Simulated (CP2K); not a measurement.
Runs of CP2K 2026.2 on Zn. The structure is hexagonal, space group P6_3/mmc (No. 194). The conventional cell has a = 2.670 Å, b = 2.670 Å, c = 4.966 Å, α = 90.00°, β = 90.00°, γ = 120.00°. Zn (site symmetry -6m2) has 12 Zn at 2.67 to 2.92 Å as nearest neighbours. 

| task | level | potentials or basis | smearing | EPS_DEFAULT | potentials | points a segment of the path (NPOINTS) | bands added on the path | CUTOFF of the grids | gap on the mesh (eV) | pressure (GPa) |
| --- | --- | --- | --- | --- | --- | --- | --- | --- | --- | --- |
| band structure | LDA | GTH_POTENTIALS Zn GTH-PADE-q12; TZVP-MOLOPT-PBE-GTH basis | fermi-dirac 0.05 eV | 1.0E-9 | Zn GTH-PADE-q12 of GTH_POTENTIALS | 6 | 4 | 450 Ry | none | -8.7 |
| single point | RPBE | POTENTIAL_UZH Zn GTH-PBE-q12; TZVP-MOLOPT-PBE-GTH basis | gaussian 0.05 eV | 1.0E-10 | Zn GTH-PBE-q12 of POTENTIAL_UZH | - | - | 450 Ry | none | (a) |
| band structure | PBEsol | POTENTIAL_UZH Zn GTH-PBE-q12; TZVP-MOLOPT-PBE-GTH basis | fermi-dirac 0.01 eV | 1.0E-10 | Zn GTH-PBE-q12 of POTENTIAL_UZH | 10 | 2 | 450 Ry | none | -5.3 |
| band structure | TB-mBJ | POTENTIAL_UZH Zn GTH-PBE-q12; TZVP-MOLOPT-PBE-GTH basis | fermi-dirac 0.05 eV | 1.0E-9 | Zn GTH-PBE-q12 of POTENTIAL_UZH | 6 | 6 | 675 Ry | none | - |
| band structure | PBE | POTENTIAL_UZH Zn GTH-PBE-q12; TZVP-MOLOPT-PBE-GTH basis | fermi-dirac 0.05 eV | 1.0E-10 | Zn GTH-PBE-q12 of POTENTIAL_UZH | 6 | 4 | 450 Ry | none | -0.3 |

Alike in all rows: no spin polarisation; cell as given; k mesh 11 × 11 × 6.

Estimate the missing entries.

(a) 2.3.

Caveats: the basis of atomic orbitals isn't converged, which shifts pressures, moduli and gaps; the potentials were made for another functional, which shifts forces and pressure (some runs); this is a model potential without an energy functional, so only levels have meaning (some runs).

A k mesh can miss the band edges.

A gap of «none» marks a metal or a gap under the smearing width.

Not every run made on this cell is shown here.
